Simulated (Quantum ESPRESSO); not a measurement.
# MnS (Fm-3m) in Quantum ESPRESSO: notebook

One crystal, MnS, is run at these levels: r2SCAN; tasks: single point, equation of state.

All numbers are computed with Quantum ESPRESSO 7.5; they aren't measurements. Logs are shortened: lines on timing, memory, paths and dates and some standing lists are left out, and cuts for length are marked.

**1. The crystal as given**

Symmetry: Fm-3m, No. 225, cubic system. The conventional cell has a = 5.209 Å, b = 5.209 Å, c = 5.209 Å, α = 90.00°, β = 90.00°, γ = 90.00°. Mn (site symmetry m-3m) is surrounded by 6 S at 2.60 Å. S (site symmetry m-3m) is surrounded by 6 Mn at 2.60 Å.

**2. Single point, r2SCAN, collinear spin, ferromagnetic start, 16.61 Å³/atom**

The input, pw.in:

```
&CONTROL
  calculation = 'scf'
  prefix = 'pwscf'
  outdir = './tmp'
  pseudo_dir = './pseudo'
  tprnfor = .true.
  disk_io = 'nowf'
/
&SYSTEM
  ibrav = 0
  nat = 2
  ntyp = 2
  ecutwfc = 70
  nbnd = 20
  input_dft = 'r2scan'
  occupations = 'smearing'
  smearing = 'fd'
  degauss = 0.00367493
  nspin = 2
  starting_magnetization(1) = 0.2667
  starting_magnetization(2) = 0
  nosym = .true.
  nr1 = 40
  nr2 = 40
  nr3 = 40
/
&ELECTRONS
  conv_thr = 1d-08
  electron_maxstep = 120
  mixing_beta = 0.3
/
ATOMIC_SPECIES
Mn    54.9380 Mn_ONCV_PBE-1.2.upf
S     32.0600 S_ONCV_PBE-1.2.upf
CELL_PARAMETERS angstrom
   0.0000000000    2.5513320201    2.5513320201
   2.5513320201    0.0000000000    2.5513320201
   2.5513320201    2.5513320201    0.0000000000
ATOMIC_POSITIONS crystal
Mn     0.0000000000    0.0000000000    0.0000000000
S      0.5000000000    0.5000000000    0.5000000000
K_POINTS automatic
6 6 6 0 0 0
```

Potentials or basis: SG15 PBE 1.2.

The run is started by

```bash
$ OMP_NUM_THREADS=1 mpirun -n 2 pw.x -nk 2 -in pw.in > pw.out
```

pw.out:

```text
This program is part of the open-source Quantum ESPRESSO suite
     for quantum simulation of materials; please cite
         "P. Giannozzi et al., J. Phys.:Condens. Matter 21 395502 (2009);
         "P. Giannozzi et al., J. Phys.:Condens. Matter 29 465901 (2017);
         "P. Giannozzi et al., J. Chem. Phys. 152 154105 (2020);
     in publications or presentations arising from this work. More details at

     IMPORTANT: XC functional enforced from input :
     Exchange-correlation= R2SCAN
                           (   0   0   0   0   0 497 498)
     Any further DFT definition will be discarded
     Please, verify this is what you really want

     K-points division:     npool     =       2
     Subspace diagonalization in iterative solution of the eigenvalue problem:
     a serial algorithm will be used

     G-vector sticks info
     --------------------
     sticks:   dense  smooth     PW     G-vecs:    dense   smooth      PW
     Sum         913     913    283                17837    17837    3071

     Using Slab Decomposition

     bravais-lattice index     =            0
     lattice parameter (alat)  =       6.8184  a.u.
     unit-cell volume          =     224.1442 (a.u.)^3
     number of atoms/cell      =            2
     number of atomic types    =            2
     number of electrons       =        21.00
     number of Kohn-Sham states=           20
     kinetic-energy cutoff     =      70.0000  Ry
     charge density cutoff     =     280.0000  Ry
     scf convergence threshold =      1.0E-08
     mixing beta               =       0.3000
     number of iterations used =            8  plain     mixing
     Exchange-correlation= R2SCAN
                           (   0   0   0   0   0 497 498)

     celldm(1)=   6.818374  celldm(2)=   0.000000  celldm(3)=   0.000000
     celldm(4)=   0.000000  celldm(5)=   0.000000  celldm(6)=   0.000000

     crystal axes: (cart. coord. in units of alat)
               a(1) = (   0.000000   0.707107   0.707107 )
               a(2) = (   0.707107   0.000000   0.707107 )
               a(3) = (   0.707107   0.707107   0.000000 )

     reciprocal axes: (cart. coord. in units 2 pi/alat)
               b(1) = ( -0.707107  0.707107  0.707107 )
               b(2) = (  0.707107 -0.707107  0.707107 )
               b(3) = (  0.707107  0.707107 -0.707107 )

     PseudoPot. # 1 for Mn read from file:
     Mn_ONCV_PBE-1.2.upf
     Pseudo is Norm-conserving, Zval = 15.0
     Generated using ONCVPSP code by D. R. Hamann
     Using radial grid of  602 points,  6 beta functions with:
                l(1) =   0
                l(2) =   0
                l(3) =   1
                l(4) =   1
                l(5) =   2
                l(6) =   2

     PseudoPot. # 2 for S  read from file:
     S_ONCV_PBE-1.2.upf
     Pseudo is Norm-conserving, Zval =  6.0
     Generated using ONCVPSP code by D. R. Hamann
     Using radial grid of  602 points,  4 beta functions with:
                l(1) =   0
                l(2) =   0
                l(3) =   1
                l(4) =   1

     atomic species   valence    mass     pseudopotential
     Mn               15.00    54.93800     Mn( 1.00)
     S                 6.00    32.06000     S ( 1.00)

     Starting magnetic structure
     atomic species   magnetization
     Mn              0.267
     S               0.000

     No symmetry found

   Cartesian axes

     site n.     atom                  positions (alat units)
         1        Mn     tau(   1) = (   0.0000000   0.0000000   0.0000000  )
         2        S      tau(   2) = (   0.7071068   0.7071068   0.7071068  )

     number of k points=   112  Fermi-Dirac smearing, width (Ry)=  0.0037

     Number of k-points >= 100: set verbosity='high' to print them.

     Dense  grid:    17837 G-vectors     FFT dimensions: (  40,  40,  40)

     WARNING: libxc functional with ID  497 depends
      on external parameters: check the user_guide of
      QE if you need to modify them or to check their
      default values.

     WARNING: libxc functional with ID  498 depends
      on external parameters: check the user_guide of
      QE if you need to modify them or to check their
      default values.
     Generating pointlists ...
     new r_m :   0.2917 (alat units)  1.9888 (a.u.) for type    1
     new r_m :   0.2917 (alat units)  1.9888 (a.u.) for type    2

     Initial potential from superposition of free atoms

     starting charge      20.9350, renormalised to      21.0000
     Starting wfcs are random

     Self-consistent Calculation

     iteration #  1     ecut=    70.00 Ry     beta= 0.30
     Davidson diagonalization with overlap
     ethr =  1.00E-02,  avg # of iterations = 10.2

     total energy              =    -219.61044009 Ry
     estimated scf accuracy    <       8.86830309 Ry

     total magnetization       =     4.66 Bohr mag/cell
     absolute magnetization    =     4.66 Bohr mag/cell

     iteration #  2     ecut=    70.00 Ry     beta= 0.30
     Davidson diagonalization with overlap
     ethr =  1.00E-02,  avg # of iterations =  1.0

     total energy              =    -219.71577691 Ry
     estimated scf accuracy    <       4.29077975 Ry

     total magnetization       =     4.70 Bohr mag/cell
     absolute magnetization    =     4.70 Bohr mag/cell

     iteration #  3     ecut=    70.00 Ry     beta= 0.30
     Davidson diagonalization with overlap
     ethr =  1.00E-02,  avg # of iterations =  1.0

     total energy              =    -219.73283933 Ry
     estimated scf accuracy    <       0.01773275 Ry

     total magnetization       =     4.92 Bohr mag/cell
     absolute magnetization    =     4.92 Bohr mag/cell

     iteration #  4     ecut=    70.00 Ry     beta= 0.30
     Davidson diagonalization with overlap
     ethr =  8.44E-05,  avg # of iterations =  2.8

     total energy              =    -219.73471097 Ry
     estimated scf accuracy    <       0.00777100 Ry

     total magnetization       =     4.92 Bohr mag/cell
     absolute magnetization    =     4.92 Bohr mag/cell

     iteration #  5     ecut=    70.00 Ry     beta= 0.30
     Davidson diagonalization with overlap
     ethr =  3.70E-05,  avg # of iterations =  1.9

     total energy              =    -219.73500833 Ry
     estimated scf accuracy    <       0.00061484 Ry

     total magnetization       =     4.94 Bohr mag/cell
     absolute magnetization    =     4.94 Bohr mag/cell

     iteration #  6     ecut=    70.00 Ry     beta= 0.30
     Davidson diagonalization with overlap
     ethr =  2.93E-06,  avg # of iterations =  4.4

     total energy              =    -219.73504701 Ry
     estimated scf accuracy    <       0.00002457 Ry

     total magnetization       =     4.95 Bohr mag/cell
     absolute magnetization    =     4.95 Bohr mag/cell

     iteration #  7     ecut=    70.00 Ry     beta= 0.30
     Davidson diagonalization with overlap
     ethr =  1.17E-07,  avg # of iterations =  2.2

     total energy              =    -219.73505238 Ry
     estimated scf accuracy    <       0.00001451 Ry

     total magnetization       =     4.95 Bohr mag/cell
     absolute magnetization    =     4.95 Bohr mag/cell

     iteration #  8     ecut=    70.00 Ry     beta= 0.30
     Davidson diagonalization with overlap
     ethr =  6.91E-08,  avg # of iterations =  1.0

     total energy              =    -219.73505333 Ry
     estimated scf accuracy    <       0.00000068 Ry

     total magnetization       =     4.95 Bohr mag/cell
     absolute magnetization    =     4.95 Bohr mag/cell

     iteration #  9     ecut=    70.00 Ry     beta= 0.30
     Davidson diagonalization with overlap
     ethr =  3.25E-09,  avg # of iterations =  2.2

     total energy              =    -219.73505351 Ry
     estimated scf accuracy    <       0.00000008 Ry

     total magnetization       =     4.95 Bohr mag/cell
     absolute magnetization    =     4.95 Bohr mag/cell

     iteration # 10     ecut=    70.00 Ry     beta= 0.30
     Davidson diagonalization with overlap
     ethr =  4.01E-10,  avg # of iterations =  2.7

     total energy              =    -219.73505355 Ry
     estimated scf accuracy    <       0.00000003 Ry

     total magnetization       =     4.95 Bohr mag/cell
     absolute magnetization    =     4.95 Bohr mag/cell

     iteration # 11     ecut=    70.00 Ry     beta= 0.30
     Davidson diagonalization with overlap
     ethr =  1.57E-10,  avg # of iterations =  2.0

     Magnetic moment per site  (integrated on atomic sphere of radius R)
     atom   1 (R=0.292)  charge= 13.1329  magn=  4.4196
     atom   2 (R=0.292)  charge=  4.6434  magn=  0.1879

     End of self-consistent calculation

     Number of k-points >= 100: set verbosity='high' to print the bands.

     the Fermi energy is    11.6368 ev

!    total energy              =    -219.73505356 Ry
     estimated scf accuracy    <          6.9E-09 Ry
     smearing contrib. (-TS)   =      -0.00023598 Ry
     internal energy E=F+TS    =    -219.73481757 Ry

     The total energy is F=E-TS. E is the sum of the following terms:
     one-electron contribution =    -111.57888752 Ry
     hartree contribution      =      63.20107207 Ry
     xc contribution           =     -26.91509869 Ry
     ewald contribution        =    -144.44190343 Ry

     total magnetization       =     4.95 Bohr mag/cell
     absolute magnetization    =     4.95 Bohr mag/cell

     convergence has been achieved in  11 iterations

     Forces acting on atoms (cartesian axes, Ry/au):

     atom    1 type  1   force =     0.00000011   -0.00000006   -0.00000005
     atom    2 type  2   force =    -0.00000011    0.00000006    0.00000005

     Total force =     0.000000     Total SCF correction =     0.000003
     SCF correction compared to forces is large: reduce conv_thr to get better values

=------------------------------------------------------------------------------=
   JOB DONE.
=------------------------------------------------------------------------------=
```

Run time: 4.5 min. Hardware: 2 MPI ranks of Arm Neoverse V2, shared host; peak memory 0.36 GiB.

What came out:

```
Free energy                                           : -2989.6477 eV
Band gap on the k mesh                                : none (metal or under the smearing width)
Net moment                                            : 4.95 μB per cell
Absolute moment                                       : 4.95 μB per cell
Site moments                                          : Mn +4.42; S +0.19 μB
Valence electrons inside the program's atomic spheres : Mn 13.13; S 4.64
```

Caveat: the k mesh is coarse; the potentials were made for another functional, which shifts forces and pressure; a cell with one magnetic atom can't hold antiferromagnetic order, which such compounds often take; semilocal functionals often make such compounds metallic where correlation or magnetic order opens a gap, which also shifts bond lengths.

**3. Single point, r2SCAN, collinear spin, ferromagnetic start, 16.96 Å³/atom**

Edit pw.in of step 2 so:

```diff
@@ -35,5 +35,5 @@
 CELL_PARAMETERS angstrom
-   0.0000000000    2.5513320201    2.5513320201
-   2.5513320201    0.0000000000    2.5513320201
-   2.5513320201    2.5513320201    0.0000000000
+   0.0000000000    2.5692997390    2.5692997390
+   2.5692997390    0.0000000000    2.5692997390
+   2.5692997390    2.5692997390    0.0000000000
 ATOMIC_POSITIONS crystal
```

Potentials or basis: SG15 PBE 1.2.

The run is started by

```bash
$ OMP_NUM_THREADS=1 mpirun -n 2 pw.x -nk 2 -in pw.in > pw.out
```

Run time: 4.4 min. Hardware: 2 MPI ranks of Arm Neoverse V2, shared host; peak memory 0.36 GiB.

The run converged. Its results:

| Property | Result |
| --- | --- |
| Free energy | -2989.6761 eV |
| Band gap on the k mesh | none (metal or under the smearing width) |
| Net moment | 4.97 μB per cell |
| Absolute moment | 4.97 μB per cell |
| Site moments | Mn +4.45; S +0.19 μB |
| Valence electrons inside the program's atomic spheres | Mn 13.14; S 4.68 |

Caveat: the k mesh is coarse; the potentials were made for another functional, which shifts forces and pressure; a cell with one magnetic atom can't hold antiferromagnetic order, which such compounds often take; semilocal functionals often make such compounds metallic where correlation or magnetic order opens a gap, which also shifts bond lengths.

**4. Single point, r2SCAN, collinear spin, ferromagnetic start, 17.31 Å³/atom**

Edit pw.in of step 3 so:

```diff
@@ -35,5 +35,5 @@
 CELL_PARAMETERS angstrom
-   0.0000000000    2.5692997390    2.5692997390
-   2.5692997390    0.0000000000    2.5692997390
-   2.5692997390    2.5692997390    0.0000000000
+   0.0000000000    2.5870196075    2.5870196075
+   2.5870196075    0.0000000000    2.5870196075
+   2.5870196075    2.5870196075    0.0000000000
 ATOMIC_POSITIONS crystal
```

The run is started by

```bash
$ OMP_NUM_THREADS=1 mpirun -n 2 pw.x -nk 2 -in pw.in > pw.out
```

Wall time 4.5 min (2 MPI ranks of Arm Neoverse V2, shared host); peak memory 0.36 GiB.

The run converged. Its results:

| Item | Value |
| --- | --- |
| Free energy | -2989.6954 eV |
| Band gap on the k mesh | none (metal or under the smearing width) |
| Net moment | 4.98 μB per cell |
| Absolute moment | 4.98 μB per cell |
| Site moments | Mn +4.47; S +0.18 μB |
| Valence electrons inside the program's atomic spheres | Mn 13.15; S 4.71 |

Caveat: the k mesh is coarse; the potentials were made for another functional, which shifts forces and pressure; a cell with one magnetic atom can't hold antiferromagnetic order, which such compounds often take; semilocal functionals often make such compounds metallic where correlation or magnetic order opens a gap, which also shifts bond lengths.

**5. Single point, r2SCAN, collinear spin, ferromagnetic start, 17.67 Å³/atom**

Edit pw.in of step 4 so:

```diff
@@ -35,5 +35,5 @@
 CELL_PARAMETERS angstrom
-   0.0000000000    2.5870196075    2.5870196075
-   2.5870196075    0.0000000000    2.5870196075
-   2.5870196075    2.5870196075    0.0000000000
+   0.0000000000    2.6045000000    2.6045000000
+   2.6045000000    0.0000000000    2.6045000000
+   2.6045000000    2.6045000000    0.0000000000
 ATOMIC_POSITIONS crystal
```

The run is started by

```bash
$ OMP_NUM_THREADS=1 mpirun -n 2 pw.x -nk 2 -in pw.in > pw.out
```

Wall time 4.4 min (2 MPI ranks of Arm Neoverse V2, shared host); peak memory 0.36 GiB.

Results (log left out):

```yaml
Free_energy: -2989.7066 eV
Band_gap_on_the_k_mesh: 0.19 eV, indirect (least direct gap 2.37 eV)
Net_moment: 4.99 μB per cell
Absolute_moment: 4.99 μB per cell
Site_moments: Mn +4.49; S +0.18 μB
Valence_electrons_inside_the_program's_atomic_spheres: Mn 13.16; S 4.74
```

Caveat: the potentials were made for another functional, which shifts forces and pressure; a cell with one magnetic atom can't hold antiferromagnetic order, which such compounds often take.

**6. Single point, r2SCAN, collinear spin, ferromagnetic start, 18.02 Å³/atom**

Edit pw.in of step 5 so:

```diff
@@ -35,5 +35,5 @@
 CELL_PARAMETERS angstrom
-   0.0000000000    2.6045000000    2.6045000000
-   2.6045000000    0.0000000000    2.6045000000
-   2.6045000000    2.6045000000    0.0000000000
+   0.0000000000    2.6217488470    2.6217488470
+   2.6217488470    0.0000000000    2.6217488470
+   2.6217488470    2.6217488470    0.0000000000
 ATOMIC_POSITIONS crystal
```

Potentials or basis: SG15 PBE 1.2.

The run is started by

```bash
$ OMP_NUM_THREADS=1 mpirun -n 2 pw.x -nk 2 -in pw.in > pw.out
```

Wall time 4.5 min (2 MPI ranks of Arm Neoverse V2, shared host); peak memory 0.38 GiB.

It converged, with:

```
Free energy                                           : -2989.7100 eV
Band gap on the k mesh                                : 0.34 eV, indirect (least direct gap 2.44 eV)
Net moment                                            : 5.00 μB per cell
Absolute moment                                       : 5.00 μB per cell
Site moments                                          : Mn +4.51; S +0.17 μB
Valence electrons inside the program's atomic spheres : Mn 13.17; S 4.77
```

Caveat: the potentials were made for another functional, which shifts forces and pressure; a cell with one magnetic atom can't hold antiferromagnetic order, which such compounds often take.

**7. Single point, r2SCAN, collinear spin, ferromagnetic start, 18.37 Å³/atom**

Edit pw.in of step 6 so:

```diff
@@ -35,5 +35,5 @@
 CELL_PARAMETERS angstrom
-   0.0000000000    2.6217488470    2.6217488470
-   2.6217488470    0.0000000000    2.6217488470
-   2.6217488470    2.6217488470    0.0000000000
+   0.0000000000    2.6387736672    2.6387736672
+   2.6387736672    0.0000000000    2.6387736672
+   2.6387736672    2.6387736672    0.0000000000
 ATOMIC_POSITIONS crystal
```

The run is started by

```bash
$ OMP_NUM_THREADS=1 mpirun -n 2 pw.x -nk 2 -in pw.in > pw.out
```

Wall time 4.8 min (2 MPI ranks of Arm Neoverse V2, shared host); peak memory 0.38 GiB.

The run converged. Its results:

| Quantity | Value |
| --- | --- |
| Free energy | -2989.7061 eV |
| Band gap on the k mesh | 0.47 eV, indirect (least direct gap 2.50 eV) |
| Net moment | 5.00 μB per cell |
| Absolute moment | 5.00 μB per cell |
| Site moments | Mn +4.52; S +0.17 μB |
| Valence electrons inside the program's atomic spheres | Mn 13.18; S 4.80 |

Caveat: the potentials were made for another functional, which shifts forces and pressure; a cell with one magnetic atom can't hold antiferromagnetic order, which such compounds often take.

**8. Single point, r2SCAN, collinear spin, ferromagnetic start, 18.73 Å³/atom**

Edit pw.in of step 7 so:

```diff
@@ -35,5 +35,5 @@
 CELL_PARAMETERS angstrom
-   0.0000000000    2.6387736672    2.6387736672
-   2.6387736672    0.0000000000    2.6387736672
-   2.6387736672    2.6387736672    0.0000000000
+   0.0000000000    2.6555815960    2.6555815960
+   2.6555815960    0.0000000000    2.6555815960
+   2.6555815960    2.6555815960    0.0000000000
 ATOMIC_POSITIONS crystal
```

The run is started by

```bash
$ OMP_NUM_THREADS=1 mpirun -n 2 pw.x -nk 2 -in pw.in > pw.out
```

Wall time 4.8 min (2 MPI ranks of Arm Neoverse V2, shared host); peak memory 0.38 GiB.

The run converged. Its results:

```
Free energy                                           : -2989.6955 eV
Band gap on the k mesh                                : 0.60 eV, indirect (least direct gap 2.56 eV)
Net moment                                            : 5.00 μB per cell
Absolute moment                                       : 5.00 μB per cell
Site moments                                          : Mn +4.54; S +0.16 μB
Valence electrons inside the program's atomic spheres : Mn 13.19; S 4.83
```

Caveat: the potentials were made for another functional, which shifts forces and pressure; a cell with one magnetic atom can't hold antiferromagnetic order, which such compounds often take.

**9. Equation of state, r2SCAN, collinear spin, ferromagnetic start**

Potentials or basis: SG15 PBE 1.2.

This step only gathers the single runs of the series.

Results:

* Equilibrium volume: 18.00 Å³/atom (rough: see the caveat)
* Bulk modulus: 84 GPa (rough)

Energy against volume, from the lowest point:
```csv
volume (Å³/atom),energy (meV/atom)
16.607,31.15
16.961,16.95
17.314,7.30
17.667,1.71
18.021,0.00
18.374,1.93
18.727,7.27
```

Caveat: the potentials were made for another functional, which shifts forces and pressure; the fit is doubtful: noisy points or a state that changes with volume.
